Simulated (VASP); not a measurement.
# AlN (P6_3mc) in VASP: further runs

The runs below take AlN through relaxation of cell and atoms, electrostatic potential, with PBE.

Everything below comes from runs of VASP 6.6.1. Logs are shortened: lines on timing, memory, paths and dates and some standing lists are left out, and cuts for length are marked.

## 1. The crystal as given

The structure is hexagonal, space group P6_3mc (No. 186). Conventional cell: a = 3.118 Å, b = 3.118 Å, c = 5.051 Å, α = 90.00°, β = 90.00°, γ = 120.00°. Al (site symmetry 3m) has 4 N at 1.90 to 1.91 Å as nearest neighbours. N (site symmetry 3m) is surrounded by 4 Al at 1.90 to 1.91 Å.

The cell was built by a generator and isn't the measured one.

## 2. Relaxation of cell and atoms, PBE

Contents of INCAR:

```
  PREC = Accurate
  ENCUT = 600
  EDIFF = 1E-7
  ISMEAR = 0
  SIGMA = 0.02
  LREAL = F
  LASPH = T
  NELM = 60
  ALGO = Fast
  ISIF = 3
  LWAVE = F
  LCHARG = F
  GGA = PE
  IBRION = 2
  NSW = 40
  EDIFFG = -0.01
  LATTICE_CONSTRAINTS = .FALSE. .FALSE. .TRUE.
  KPAR = 8
```

Contents of KPOINTS:

```
regular mesh
0
Gamma
  8 5 5
```

Contents of POSCAR:

```
AlN
1.0
    3.1179847954      0.0000000000      0.0000000000
    0.0000000000      5.0511353685      0.0000000000
    0.0000000000      0.0000000000      5.4005080828
Al N
4 4
Direct
    0.0000000000      0.0000000000      0.3333333333
    0.5000000000      0.0000000000      0.8333333333
    0.5000000000      0.5000000000      0.1666666667
    0.0000000000      0.5000000000      0.6666666667
    0.0000000000      0.6220000000      0.3333333333
    0.5000000000      0.6220000000      0.8333333333
    0.5000000000      0.1220000000      0.1666666667
    0.0000000000      0.1220000000      0.6666666667
```

Potentials or basis: VASP PAW PBE potentials, release 64 (Al, N).

Run with:

```bash
> cat potpaw_PBE.64/Al/POTCAR potpaw_PBE.64/N/POTCAR > POTCAR
> mpirun -np 8 vasp_std > vasp.out
```

OUTCAR:

```text
PREC = Accurate
   ENCUT = 600
   EDIFF = 1E-7
   ISMEAR = 0
   LREAL = F
   LASPH = T
   NELM = 60
   ISIF = 3
   GGA = PE
   IBRION = 2
   NSW = 40
   EDIFFG = -0.01

 ion  position               nearest neighbor table
   1  0.000  0.000  0.333-   7 1.90   7 1.90   8 1.90   5 1.91   3 3.10   3 3.10   3 3.10   3 3.10
                             4 3.10   4 3.10   2 3.12   2 3.12   2 3.12   2 3.12
   2  0.500  0.000  0.833-   8 1.90   8 1.90   7 1.90   6 1.91   4 3.10   4 3.10   4 3.10   4 3.10
                             3 3.10   3 3.10   1 3.12   1 3.12   1 3.12   1 3.12
   3  0.500  0.500  0.167-   5 1.90   5 1.90   6 1.90   7 1.91   1 3.10   1 3.10   1 3.10   1 3.10
                             2 3.10   2 3.10   4 3.12   4 3.12   4 3.12   4 3.12
   4  0.000  0.500  0.667-   6 1.90   6 1.90   5 1.90   8 1.91   2 3.10   2 3.10   2 3.10   2 3.10
                             1 3.10   1 3.10   3 3.12   3 3.12   3 3.12   3 3.12
   5  0.000  0.622  0.333-   3 1.90   3 1.90   4 1.90   1 1.91
   6  0.500  0.622  0.833-   4 1.90   4 1.90   3 1.90   2 1.91
   7  0.500  0.122  0.167-   1 1.90   1 1.90   2 1.90   3 1.91
   8  0.000  0.122  0.667-   2 1.90   2 1.90   1 1.90   4 1.91

  LATTYP: Found a simple orthorhombic cell.
 ALAT       =     3.1179847954
 B/A-ratio  =     1.6200000000
 C/A-ratio  =     1.7320508075

  Lattice vectors:

 A1 = (   3.1179847954,   0.0000000000,   0.0000000000)
 A2 = (   0.0000000000,   5.0511353685,   0.0000000000)
 A3 = (   0.0000000000,   0.0000000000,   5.4005080828)

Analysis of symmetry for initial positions (statically):
=====================================================================
 Subroutine PRICEL returns following result:

  LATTYP: Found a hexagonal cell.
 ALAT       =     3.1179847954
 C/A-ratio  =     1.6200000000

  Lattice vectors:

 A1 = (   1.5589923977,   0.0000000000,   2.7002540414)
 A2 = (   1.5589923977,   0.0000000000,  -2.7002540414)
 A3 = (   0.0000000000,   5.0511353685,   0.0000000000)

   2 primitive cells build up your supercell.

 Routine SETGRP: Setting up the symmetry group for a
 simple orthorhombic supercell.

 Subroutine GETGRP returns: Found  4 space group operations
 (whereof  2 operations were pure point group operations)
 out of a pool of  8 trial point group operations.

The static configuration has the point symmetry C_1h.
 The point group associated with its full space group is C_2v.

Analysis of symmetry for dynamics (positions and initial velocities):
=====================================================================
 Subroutine PRICEL returns following result:

  LATTYP: Found a hexagonal cell.
 ALAT       =     3.1179847954
 C/A-ratio  =     1.6200000000

  Lattice vectors:

 A1 = (   1.5589923977,   0.0000000000,   2.7002540414)
 A2 = (   1.5589923977,   0.0000000000,  -2.7002540414)
 A3 = (   0.0000000000,   5.0511353685,   0.0000000000)

   2 primitive cells build up your supercell.

 Routine SETGRP: Setting up the symmetry group for a
 simple orthorhombic supercell.

 Subroutine GETGRP returns: Found  4 space group operations
 (whereof  2 operations were pure point group operations)
 out of a pool of  8 trial point group operations.

The dynamic configuration has the point symmetry C_1h.
 The point group associated with its full space group is C_2v.

 Subroutine INISYM returns: Found  4 space group operations
 (whereof  2 operations are pure point group operations),
 and found     2 'primitive' translations

----------------------------------------------------------------------------------------

                                     Primitive cell

  volume of cell :      42.5273

  direct lattice vectors                    reciprocal lattice vectors
     1.558992398  0.000000000  2.700254041     0.320719973  0.000000000  0.185167763
     1.558992398  0.000000000 -2.700254041     0.320719973  0.000000000 -0.185167763
     0.000000000  5.051135369  0.000000000     0.000000000  0.197975292  0.000000000

  length of vectors
     3.117984795  3.117984795  5.051135369     0.370335526  0.370335526  0.197975292

  position of ions in fractional coordinates (direct lattice)
     0.333333333  0.666666667  0.000000000
     0.666666667  0.333333333  0.500000000
     0.333333333  0.666666667  0.622000000
     0.666666667  0.333333333  0.122000000

  ion indices of the primitive-cell ions
   primitive index   ion index
                 1           1
                 2           4
                 3           5
                 4           8

----------------------------------------------------------------------------------------

 KPOINTS: regular mesh

Automatic generation of k-mesh.
 Grid dimensions read from file:
 generate k-points for:    8    5    5

 Generating k-lattice:

  Cartesian coordinates                     Fractional coordinates (reciprocal lattice)
     0.040089997  0.000000000  0.000000000     0.125000000  0.000000000  0.000000000
     0.000000000  0.039595058  0.000000000     0.000000000  0.200000000  0.000000000
     0.000000000  0.000000000  0.037033553     0.000000000  0.000000000  0.200000000

  Length of vectors
     0.040089997  0.039595058  0.037033553

  Shift w.r.t. Gamma in fractional coordinates (k-lattice)
     0.000000000  0.000000000  0.000000000

 Subroutine IBZKPT returns following result:
 ===========================================

 Found     45 irreducible k-points:

 Following reciprocal coordinates:
            Coordinates               Weight
  0.000000  0.000000  0.000000      1.000000
  0.125000  0.000000  0.000000      2.000000
  0.250000  0.000000  0.000000      2.000000
  0.375000  0.000000  0.000000      2.000000
  0.500000  0.000000  0.000000      1.000000
  0.000000  0.200000  0.000000      2.000000
[... 16 lines left out ...]
  0.250000  0.200000  0.200000      8.000000
  0.375000  0.200000  0.200000      8.000000
 [... further k-points ...]
   k-points           NKPTS =     45   k-points in BZ     NKDIM =     45   number of bands    NBANDS=     21
   number of dos      NEDOS =    301   number of ions     NIONS =      8
   total plane-waves  NPLWV =  53760
   dimension x,y,z NGX =    28 NGY =   40 NGZ =   48
   dimension x,y,z NGXF=    56 NGYF=   80 NGZF=   96
   ions per type =               4   4
   NGX,Y,Z   is equivalent  to a cutoff of  14.93, 13.17, 14.78 a.u.
   NGXF,Y,Z  is equivalent  to a cutoff of  29.86, 26.33, 29.55 a.u.
 SYSTEM =  unknown system
   PREC   = accura    normal or accurate (medium, high low for compatibility)
   ISTART =      0    job   : 0-new  1-cont  2-samecut
   ICHARG =      2    charge: 1-file 2-atom 10-const
   ISPIN  =      1    spin polarized calculation?
   LNONCOLLINEAR =      F non collinear calculations
   LSORBIT =      F    spin-orbit coupling
   LASPH  =      T    aspherical Exc in radial PAW
   ENCUT  =  600.0 eV  44.10 Ry    6.64 a.u.   6.23 10.09 10.79*2*pi/ulx,y,z
   NELM   =     60;   NELMIN=  2; NELMDL= -5     # of ELM steps
   EDIFF  = 0.1E-06   stopping-criterion for ELM
   LREAL  =      F    real-space projection
   EDIFFG = -.1E-01   stopping-criterion for IOM
   NSW    =     40    number of steps for IOM
   IBRION =      2    ionic relax: 0-MD 1-quasi-New 2-CG
   NFREE  =      1    steps in history (QN), initial steepest desc. (CG)
   ISIF   =      3    stress and relaxation
   ISYM   =      2    0-nonsym 1-usesym 2-fastsym
   POTIM  = 0.5000    time-step for ionic-motion
   TEBEG  =    0.0;   TEEND  =   0.0 temperature during run
   PSTRESS=    0.0 pullay stress
   NELECT =      32.0000    total number of electrons
   NUPDOWN=      -1.0000    fix difference up-down
   EMIN   =  10.00;   EMAX   =-10.00  energy-range for DOS
   EFERMI =   0.00;   METHOD = LEGACY
   ISMEAR =     0;   SIGMA  =   0.02  broadening in eV -4-tet -1-fermi 0-gaus
   EFERMI_NEDOS =   21; number of points for ismear=-14 and -15
   IALGO  =     68    algorithm
   IMIX   =      4    mixing-type and parameters
     AMIX     =   0.40;   BMIX     =  1.00
     AMIX_MAG =   1.60;   BMIX_MAG =  1.00
  volume/ion in A,a.u.               =      10.63        71.75
  Fermi-wavevector in a.u.,A,eV,Ry     =   1.181841  2.233355 19.003903  1.396747
  Thomas-Fermi vector in A             =   2.318106
   LORBIT       =      0    0 simple, 1 ext, 2 COOP (PROOUT), +10 PAW based schemes
   GGA     = PE    functional components
   LHFCALC =     F    Hartree Fock is set to
   AEXX    =    0.0000 exact exchange contribution
   IVDW    =     0    specifies the selected vdW correction
   LEPSILON=     F    determine dielectric tensor
   LRPA    =     F    only Hartree local field effects (RPA)
 conjugate gradient relaxation of ions
 non-spin polarized calculation
 RMM-DIIS sequential band-by-band and
 Gauss-broadening in eV      SIGMA  =   0.02
  energy-cutoff  :      600.00
  volume of cell :       85.05
 maximum number of plane-waves:      2856
 NGX is ok and might be reduce to    28
   NGX = 13   NGY = 21   NGZ = 21

--------------------------------------- Ionic step        1  -------------------------------------------

 number of electron      31.9999997 magnetization

 Free energy of the ion-electron system (eV)
  ---------------------------------------------------
  ext. energy  EPLUGINS =         0.00000000
  ---------------------------------------------------
  free energy    TOTEN  =       -59.55996587 eV

  energy without entropy =      -59.55996587  energy(sigma->0) =      -59.55996587

------------------------ aborting loop because EDIFF is reached ----------------------------------------

  FORCE on cell =-STRESS in cart. coord.  units (eV):
  Direction    XX          YY          ZZ          XY          YZ          ZX
  --------------------------------------------------------------------------------------
  -------------------------------------------------------------------------------------
  Total        0.3209202     -0.6855682      0.3201662      0.0000000      0.0000000      0.0000000
  in kB        6.0451917    -12.9140839      6.0309868      0.0000000      0.0000000      0.0000000
  external PRESSURE =      -0.2793018 kB  Pullay stress =       0.0000000 kB
[... 111 lines left out ...]
  energy  without entropy=      -59.5622931865  energy(sigma->0) =      -59.56229319

--------------------------------------- Ionic step        4  -------------------------------------------

 number of electron      31.9999995 magnetization

 Free energy of the ion-electron system (eV)
  ---------------------------------------------------
  ext. energy  EPLUGINS =         0.00000000
  ---------------------------------------------------
  free energy    TOTEN  =       -59.56237468 eV

  energy without entropy =      -59.56237468  energy(sigma->0) =      -59.56237468

 E-fermi :   6.0273     XC(G=0): -10.8225

 val. band max:        5.8973190021   @ k =   0.0000   0.0000   0.0000
 cond. band min:       9.9740941183   @ k =   0.0000   0.0000   0.0000
 fundamental gap:      4.0767751162
 Fermi energy:         6.0272513253

 k-point     1 :       0.0000    0.0000    0.0000
  band No.  band energies     occupation
      1      -9.1074      2.00000
      2      -7.1898      2.00000
      3      -7.0654      2.00000
      4      -6.5273      2.00000
      5       0.0177      2.00000
      6       0.5719      2.00000
[... 550 lines left out ...]
      5       0.9025      2.00000
      6       1.1506      2.00000
[... 13 lines left out ...]
     20      13.4793      0.00000
     21      14.3143      0.00000

 [... further k-points ...]

------------------------ aborting loop because EDIFF is reached ----------------------------------------

  FORCE on cell =-STRESS in cart. coord.  units (eV):
  Direction    XX          YY          ZZ          XY          YZ          ZX
  --------------------------------------------------------------------------------------
  -------------------------------------------------------------------------------------
  Total        0.3343487     -1.1751092      0.0057176      0.0000000      0.0000000      0.0000000
  in kB        6.2828630    -22.0818838      0.1074412      0.0000000      0.0000000      0.0000000
  external PRESSURE =      -5.2305265 kB  Pullay stress =       0.0000000 kB
[... 23 lines left out ...]
  FREE ENERGIE OF THE ION-ELECTRON SYSTEM (eV)
  ---------------------------------------------------
  free  energy   TOTEN  =       -59.5623746785 eV

  energy  without entropy=      -59.5623746785  energy(sigma->0) =      -59.56237468

 reached required accuracy - stopping structural energy minimisation
```

It took 37 s on 8 MPI ranks of Intel Xeon Platinum 8488C (Sapphire Rapids), shared host; peak memory 0.28 GiB.

What came out:

* Free energy: -59.5624 eV
* Relaxed volume: 10.66 Å³/atom
* Relaxed cell: a = 3.118 Å, b = 5.051 Å, c = 5.414 Å, α = 90.00°, β = 90.00°, γ = 90.00°
* Space group after relaxing (to 0.05 Å): P6_3mc (No. 186)
* Energy gained by relaxing: 0.3 meV/atom
* Ionic steps: 4
* Pressure after relaxing: -0.5 GPa
* Band gap on the k mesh: 4.08 eV

Forces in eV/Å, atoms in the order of the input:
```
Al   0.000  0.000 -0.001
Al   0.000  0.000 -0.001
Al   0.000  0.000  0.001
Al   0.000  0.000  0.001
N    0.000  0.000  0.002
N    0.000  0.000  0.002
N    0.000  0.000 -0.002
N    0.000  0.000 -0.002
```

The path:
```csv
step,energy change (eV),largest force (eV/Å),pressure (GPa),volume (Å³)
1,0.0000,0.1056,-0.03,85.05
2,-0.0023,0.0210,-0.42,85.22
3,-0.0023,0.0185,-0.40,85.21
4,-0.0024,0.0020,-0.52,85.26
```

Final structure:
```cif
data_structure
_symmetry_space_group_name_H-M 'P 1'
_symmetry_Int_Tables_number 1
_cell_length_a 3.1180
_cell_length_b 5.0511
_cell_length_c 5.4136
_cell_angle_alpha 90.000
_cell_angle_beta 90.000
_cell_angle_gamma 90.000
_cell_volume 85.26
loop_
_atom_site_label
_atom_site_type_symbol
_atom_site_fract_x
_atom_site_fract_y
_atom_site_fract_z
_atom_site_occupancy
Al1 Al 0.00000 0.00095 0.33347 1
Al2 Al 0.50000 0.00095 0.83347 1
Al3 Al 0.50000 0.50095 0.16653 1
Al4 Al 0.00000 0.50095 0.66653 1
N1 N 0.00000 0.62105 0.33349 1
N2 N 0.50000 0.62105 0.83349 1
N3 N 0.50000 0.12105 0.16651 1
N4 N 0.00000 0.12105 0.66651 1
```

PBE gaps usually lie below the measured ones, often by a third to a half.

## 3. Electrostatic potential, PBE

This run uses another cell than the first one, of 10.66 Å³/atom, 1.002 times its volume.

Contents of INCAR:

```
SYSTEM = AlN
PREC = Accurate
ENCUT = 520
EDIFF = 1E-7
ISMEAR = 0
SIGMA = 0.02
LREAL = .FALSE.
LASPH = .TRUE.
NELM = 60
ALGO = Fast
ISIF = 2
LWAVE = .FALSE.
LCHARG = .TRUE.
GGA = PE
LVHAR = .TRUE.
KPAR = 8
```

Contents of KPOINTS:

```
Automatic mesh
0
G
  8 5 5
  0 0 0
```

Contents of POSCAR:

```
AlN                                     
1.0
    3.1179847954      0.0000000000      0.0000000000
    0.0000000000      5.0511353685      0.0000000000
    0.0000000000      0.0000000000      5.4136439136
  Al              N             
     4     4
Direct
     1.0000000000000000    0.0009536424345604    0.3334650197800996
     0.5000000000000000    0.0009536424345604    0.8334650197800997
     0.5000000000000000    0.5009536424345604    0.1665349802199004
     1.0000000000000000    0.5009536424345604    0.6665349802199003
     0.0000000000000000    0.6210463575654395    0.3334915184106155
     0.5000000000000000    0.6210463575654395    0.8334915184106154
     0.5000000000000000    0.1210463575654395    0.1665084815893846
     0.0000000000000000    0.1210463575654395    0.6665084815893846
```

Potentials or basis: VASP PAW PBE potentials, release 64 (Al, N).

Run with:

```bash
> cat potpaw_PBE.64/Al/POTCAR potpaw_PBE.64/N/POTCAR > POTCAR
> mpirun -np 8 vasp_std > vasp.out
```

Run time: 12 s. Hardware: 8 MPI ranks of Intel Xeon Platinum 8488C (Sapphire Rapids), shared host; peak memory 0.23 GiB.

Results (log left out):

```yaml
Free_energy: -59.5566 eV
Pressure: -0.4 GPa
Band_gap_on_the_k_mesh: 4.08 eV
```

Forces on the atoms (eV/Å):
```
Al   0.000  0.000 -0.001
Al   0.000  0.000 -0.001
Al   0.000  0.000  0.001
Al   0.000  0.000  0.001
N    0.000  0.000  0.002
N    0.000  0.000  0.002
N    0.000  0.000 -0.002
N    0.000  0.000 -0.002
```

Stress tensor (GPa, compression positive):
```
 0.76  0.00  0.00
 0.00 -2.08  0.00
 0.00  0.00  0.13
```

Levels at points of the mesh, in eV from the valence-band top:
| k point | band 12 | band 13 | band 14 | band 15 | band 16 | band 17 | band 18 | band 19 | band 20 | band 21 |
| --- | --- | --- | --- | --- | --- | --- | --- | --- | --- | --- |
| (0.00, 0.00, 0.00) | -0.73 | -0.61 | -0.13 | -0.12 | 0.00 | 4.08 | 5.75 | 5.87 | 6.64 | 8.08 |
| (0.50, 0.00, 0.00) | -2.76 | -1.73 | -1.73 | -1.37 | -1.37 | 5.71 | 5.71 | 7.82 | 7.82 | 8.82 |

(Continued in part 2 of 2.)
